In a rocksalt crystal each atom's share of the volume is a cube whose edge is the shortest contact, so $V=d^3$, with $V$ the volume per atom and $d$ the Sn–Te distance. A small relative error in length therefore appears about three times as large in volume. BLYP shows the scale of the problem for SnTe: its volume is 14 % above the measured one, because its contact is 3.30 Å where the measured volume implies 3.16 Å.

Kohn-Sham DFT calculations of rocksalt SnTe (Fm-3m) with VASP, GPAW, Ansatz and Ansatz LAPW, without spin polarization or spin-orbit coupling. Static-lattice equilibrium volumes come from energy-volume fits for the D4, r2SCAN and m-r2SCAN rows and from cell relaxation for the others. Basis entries in eV are plane-wave cutoffs.

| method | rung | program | potentials | basis | k mesh | smearing | equilibrium volume (Å³/atom) | computed less measured (Å³/atom) |
| --- | --- | --- | --- | --- | --- | --- | --- | --- |
| BLYP | GGA | VASP | VASP PAW PBE potentials, recommended | 600 eV | 7x7x7 2-atom cell | Fermi-Dirac 0.05eV | 35.93 | 4.377 |
| BP86-D4 | GGA | GPAW | PAW data sets made by gpaw setup for the functional | 600 eV | 6x6x6 2-atom cell | Fermi-Dirac 0.05eV | 30.50 | -1.053 |
| PBE | GGA | VASP | VASP PAW PBE potentials, minimal, release 54 | 580 eV | 7x7x7 2-atom cell | Fermi-Dirac 0.05eV | 32.78 | 1.234 |
| PBE-D3(BJ) | GGA | Ansatz | Ansatz PAW | 420 eV | 7x7x7 2-atom cell | Fermi-Dirac 0.05eV | 31.37 | -0.184 |
| PBE-TS | GGA | VASP | VASP PAW PBE potentials, gw | 680 eV | 7x7x7 2-atom cell | gaussian 0.1eV | 31.78 | 0.230 |
| PBEsol-D3(BJ) | GGA | Ansatz LAPW | all electron LAPW, scalar relativistic | 0.001 eV/atom basis error | 7x7x7 2-atom cell | Fermi-Dirac 0.05eV | 29.73 | -1.823 |
| RPBE | GGA | VASP | VASP PAW PBE potentials, recommended | 600 eV | 7x7x7 2-atom cell | Fermi-Dirac 0.05eV | 34.01 | 2.459 |
| RPBE-D4 | GGA | GPAW | GPAW PAW data sets (gpaw data 1.2.1) | 600 eV | 6x6x6 2-atom cell | Fermi-Dirac 0.05eV | 30.69 | -0.856 |
| revPBE | GGA | VASP | VASP PAW PBE potentials, recommended | 600 eV | 7x7x7 2-atom cell | Fermi-Dirac 0.05eV | 33.67 | 2.122 |
| m-r2SCAN | meta-GGA | Ansatz | Ansatz PAW | 500 eV | 7x7x7 2-atom cell | Fermi-Dirac 0.05eV | 32.30 | 0.753 |
| r2SCAN | meta-GGA | Ansatz | Ansatz PAW | 500 eV | 7x7x7 2-atom cell | Fermi-Dirac 0.05eV | 32.30 | 0.753 |
| HSEsol | hybrid | VASP | VASP PAW PBE potentials, recommended | 600 eV | 4x4x4 2-atom cell | Fermi-Dirac 0.05eV | 30.38 | -1.168 |

The rung of a method is a poor guide to its volume. The GGA rows alone spread over 6.2 Å³/atom, about a fifth of the volume itself, and the meta-GGA and hybrid results lie inside that range. Two other properties sort the rows better: how strongly the functional rewards an uneven electron density, and whether a dispersion energy has been added. The first can push the crystal outward, the second pulls it inward, and the equilibrium volume is where all pressures cancel.

**Why the plain GGAs are too large**

Two limits show how the outward push arises. In a uniform electron gas the density has no gradient, and a gradient correction to exchange has nothing to act on. In well-separated atoms the density decays steeply into empty space, and the correction lowers the energy strongly. Stretching a crystal moves it from the first limit towards the second, so a functional that rewards steep gradients more generously favours a larger volume.

The order of the GGA rows without dispersion follows this argument. PBE is too large by 3.9 %. revPBE and RPBE make the exchange correction rise faster as the gradient grows, and they are too large by 6.7 % and 7.8 %. These two share program, potentials and mesh with BLYP, so the order among the three comes from the functional. The PBE row keeps the Sn 4d electrons in the core, where the other three treat them as valence, so its distance from them also contains a change of potential.

BLYP lies another 1.9 Å³/atom above RPBE, and here theory points to the other limit as well. Its correlation part gives too little correlation energy for a nearly uniform density. Compression brings the crystal closer to that condition, so BLYP gains too little from compression and settles at a large volume.

**What dispersion adds**

A limiting case also explains the inward pull. When the densities of two neutral atoms no longer overlap, a GGA gives practically no attraction between them, although their fluctuating dipoles still attract. Sn and Te are large, soft atoms with easily displaced electrons, so this attraction is considerable. The added dispersion energy deepens as the atoms approach, which acts on the crystal like an external pressure.

On PBE the correction is of about the right size. PBE-D3(BJ) ends 0.6 % below the measured volume and PBE-TS 0.7 % above it. Compared with plain PBE, the volumes fall by 1.4 and 1.0 Å³/atom. These differences also contain a change of program or potentials, so they are only rough measures of the dispersion effect.

**RPBE, the row that changes sides**

RPBE is far too large without dispersion, yet RPBE-D4 is 2.7 % too small. The two rows come from different programs, but the GPAW calculation of RPBE-D4 contains its own control. The D4 energy is added after the electron density has been settled, so subtracting it leaves plain RPBE with the same potentials and mesh. The pressure $p$ of plain RPBE is then its energy drop divided by the increase in volume.

The last two steps of the computed energy curve are each 0.626 Å³/atom wide. In the first, the D4 energy rises by 15.85 meV/atom and the total by only 7.78, so the plain functional must fall by the difference. In the second, the corresponding rises are 14.93 and 10.06 meV/atom. With 1 meV/Å³ equal to 0.1602 GPa, the two pressures are

$$p_1=\frac{15.85-7.78}{0.626}\times0.1602=2.07\ \text{GPa},\qquad p_2=\frac{14.93-10.06}{0.626}\times0.1602=1.25\ \text{GPa}.$$

Plain RPBE thus still pushes outward at 32.85 Å³/atom, the middle of the last step. Extending the fall in pressure as a straight line gives the volume at which the push ends:

$$V_0\approx32.85+0.626\times\frac{1.25}{2.07-1.25}=33.8\ \text{Å}^3/\text{atom}.$$

The VASP row for RPBE, which did not enter this estimate, lies only 0.2 Å³/atom higher. Part of that shortfall comes from the straight line, since the pressure falls more slowly as the crystal expands. D4 therefore contracts RPBE by about 3.1 Å³/atom within one program, and this accounts for nearly all of the difference between the two RPBE rows. The printed output after this text applies the same method to BP86.

BP86 also reveals why the final volumes of the two D4 rows are so close. Without D4, its estimated minimum is about 0.6 Å³/atom below that of RPBE; with D4, the two differ by only 0.2. D4 is adjusted separately to each functional, and the more expansive RPBE receives the stronger pull: 4.3 GPa near 31.3 Å³/atom, against 3.8 GPa for BP86. The correction thus brings these two functionals closer together, but at a volume that is too small.

A likely reason for the overshoot is that these corrections are adjusted mainly to molecules. In a dense solid, the surrounding electrons screen the attraction between each pair of atoms, and a correction tuned to molecules may allow for too little of this. The calculations here do not test that explanation.

**Functionals made for solids**

PBEsol rewards gradients less than PBE, so it starts from a smaller volume before any dispersion is added. D3(BJ) then pulls inward on a crystal that probably needs little or no contraction, though the table has no plain PBEsol row to separate the two contributions. The result is the smallest volume in the table, 5.8 % below the measured one. The same kind of correction that brings PBE close to the measurement takes PBEsol well past it.

HSEsol is built on the same solid-state form of exchange and is also too small, by 3.7 %, without any dispersion term. Its k mesh is the coarsest of the set and there is no plain PBEsol row to compare it with, so this figure should not be read as the effect of exact exchange.

r2SCAN lies on the other side, 2.4 % too large. A meta-GGA also uses the kinetic energy density of the electrons, which helps it distinguish a bond from an overlap of closed shells and lets it capture part of the attraction at medium range. That fits its place between plain PBE and PBE with dispersion. With spin switched off, m-r2SCAN gives the same energies, so the two rows count as one result.

**What to do about it**

Judge a method by the pair of functional and dispersion term. A plain GGA from this table will make SnTe too large. From PBE to revPBE and RPBE the error grows with the reward for gradients, and in BLYP the correlation part probably adds to it. A dispersion term will shrink the crystal, but whether that helps depends on where the functional started: four of the five rows with dispersion end below the measured volume.

Do not choose between PBE-D3(BJ) and PBE-TS on the size of their errors alone. The calculations describe a static lattice, while the measured crystal is expanded by zero-point and thermal motion, roughly by some tenths of an Å³/atom. An ideal static calculation should therefore fall slightly below the measured volume. That favours the small negative error of PBE-D3(BJ) over the positive one of PBE-TS. The two rows also differ in program and potentials, however, and this may account for part of the 0.4 Å³/atom between them.

For a strained SnTe film, count the strain from the minimum of the method in use. Plain PBE has a contact of 3.20 Å, so a PBE crystal held at the measured lattice constant is already compressed by about 1.3 % in length. That is enough to be mistaken for a real mismatch with the substrate.

The same reasoning carries over to layered tellurides, with a different balance. There the layers are held together largely by dispersion, so plain PBE typically leaves the spacing between them too wide while describing the bonds within a layer reasonably well. In rocksalt SnTe chemical bonds run in all three directions, and dispersion only adjusts their length.

Printed output of the fit:

```
Error against the measured volume and contact length:
            row  volume error in %  Sn-Te contact in Å
           BLYP              13.87                 3.3
        BP86-D4             -3.338               3.124
            PBE              3.911                 3.2
     PBE-D3(BJ)            -0.5832               3.154
         PBE-TS              0.729               3.168
  PBEsol-D3(BJ)             -5.778               3.098
           RPBE              7.794                3.24
        RPBE-D4             -2.713               3.131
         revPBE              6.726               3.229
       m-r2SCAN              2.387               3.185
         r2SCAN              2.387               3.185
         HSEsol             -3.702                3.12
Measured Sn-Te contact from the measured volume (Å): 3.16
Spread of volumes inside the GGA rung (Å³/atom): 6.2
GGA rows without dispersion (count): 4
GGA rows without dispersion that lie above the measured volume (count): 4
Rows with dispersion (count): 5
Rows with dispersion that lie below the measured volume (count): 4
revPBE less PBE (Å³/atom): 0.89
RPBE less revPBE (Å³/atom): 0.34
BLYP less RPBE (Å³/atom): 1.92
PBE-D3(BJ) less PBE, program also changes (Å³/atom): -1.41
PBE-TS less PBE, potentials also change (Å³/atom): -1
PBEsol-D3(BJ) less PBE-D3(BJ), basis also changes (Å³/atom): -1.64
r2SCAN less PBE, program also changes (Å³/atom): -0.48
RPBE-D4 less RPBE, program also changes (Å³/atom): -3.32
Inward pull of D4 in RPBE-D4 near 31.3 Å³/atom (GPa): 4.307
Inward pull of D4 in BP86-D4 near 31.3 Å³/atom (GPa): 3.8
Outward pressure of RPBE without its D4 near 32.8 Å³/atom (GPa): 1.246
Estimated minimum of RPBE without its D4 in GPAW (Å³/atom): 33.8
That estimate less the VASP RPBE volume (Å³/atom): -0.2147
Estimated contraction by D4 for RPBE in GPAW (Å³/atom): 3.105
Estimated minimum of BP86 without its D4 in GPAW (Å³/atom): 33.16
Estimated contraction by D4 for BP86 in GPAW (Å³/atom): 2.656
```
